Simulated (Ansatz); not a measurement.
**MoS2 under changes of volume**

One of the cells (17.864 Å³/atom); the others are scaled copies at fixed shape and fractional positions:

```xyz
6
Lattice="3.1690 0.0000 0.0000 -1.5845 2.7444 0.0000 0.0000 0.0000 12.3240" Properties=species:S:1:pos:R:3 pbc="T T T"
Mo    1.5845    0.9148    9.2430
Mo    0.0000    1.8296    3.0810
S     1.5845    0.9148    4.6461
S     0.0000    1.8296   10.8081
S     1.5845    0.9148    1.5159
S     0.0000    1.8296    7.6779
```

- Program: Ansatz 0.2.0
- Functional: PBE
- Potentials or basis: SPMS NC
- Cutoff: 626 eV (not typed: the program's choice for these potentials)
- k mesh: 10 × 10 × 3
- Occupations: fermi-dirac, width 0.05 eV
- Spin: no spin polarisation

```csv
volume (Å³/atom),energy over the lowest point (meV/atom),pressure (GPa),gap on the mesh (eV),largest force (eV/Å)
16.792,?,?,?,?
17.149,25.09,8.8,0.89,0.631
17.507,9.42,5.3,0.91,0.274
17.864,1.31,2.1,0.93,0.056
18.221,0.00,-0.8,0.94,0.361
18.578,4.79,-3.4,0.96,0.643
18.936,15.08,-5.8,0.97,0.904
```

Task: What does the run at 16.792 Å³/atom give?

Result: Energy over the lowest point 49.17 meV/atom; pressure 12.8 GPa; gap on the mesh 0.87 eV; largest force 1.017 eV/Å.

Worked out: A Birch-Murnaghan fit of order 3 (a polynomial in V^(-2/3)) to the other rows has its minimum at 18.12 Å³/atom with B0 = V·E''(V) = 143 GPa and B' = 4.4 at fixed shape and positions, which overstates the stiffness. It gives 49.13 meV/atom at 16.792 Å³/atom, against the run's 49.17, and -dE/dV = 12.8 GPa, against 12.8. A straight line through the other rows of the gap, of slope 0.808 eV per unit of ln V, extrapolates to 0.88 eV, against the run's 0.87.

Energies are extrapolated to zero smearing.

Caveats: odd divisions of the mesh miss points on the zone boundary, where band edges often lie, so the gap on the mesh can be too wide; this functional lacks dispersion, which binds the layers, so the pressure and a relaxed spacing across them are unreliable; forces of over 1 eV/Å show positions far from the minimum, so gaps and moduli don't describe the material at rest (some runs).

A mesh can miss the band edges. Spin-orbit coupling on Mo is left out.
